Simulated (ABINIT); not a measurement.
The system is ZrC.

```xyz
2
Lattice="0.0000 2.3650 2.3650 2.3650 0.0000 2.3650 2.3650 2.3650 0.0000" Properties=species:S:1:pos:R:3 pbc="T T T"
Zr    2.3650    2.3650    2.3650
C     0.0000    0.0000    0.0000
```

Base run:

| Item | Value |
| --- | --- |
| Program | ABINIT 10.8.3 (patched build) |
| Functional | SOGGA |
| Potentials or basis | JTH PAW PBE v2.0 |
| Cutoff | 544 eV |
| k mesh | 10 × 10 × 10 |
| Occupations | fermi-dirac, width 0.05 eV |
| Spin | no spin polarisation |

Its results: band gap on the k mesh none (metal or under the smearing width); pressure -10.2 GPa.

Q: After a change of settings the same cell gave: band gap on the k mesh none (metal or under the smearing width); pressure -8.7 GPa. Which change was it?
A. functional from SOGGA to PBEsol; k mesh from 10 × 10 × 10 to 13 × 13 × 13
B. functional from SOGGA to PW91; spin from no spin polarisation to spin-orbit coupling, no magnetisation
C. functional from SOGGA to rPW86PBE; spin from no spin polarisation to spin-orbit coupling, no magnetisation
D. functional from SOGGA to SCAN; cutoff from 544 eV to 653 eV; fine-grid cutoff from 1088.46 eV to 1251.72 eV

A: A.

Caveats: the PAW data sets were made with another functional, which shifts forces and pressure a little.

Runs at the PBE level aren't shown here.
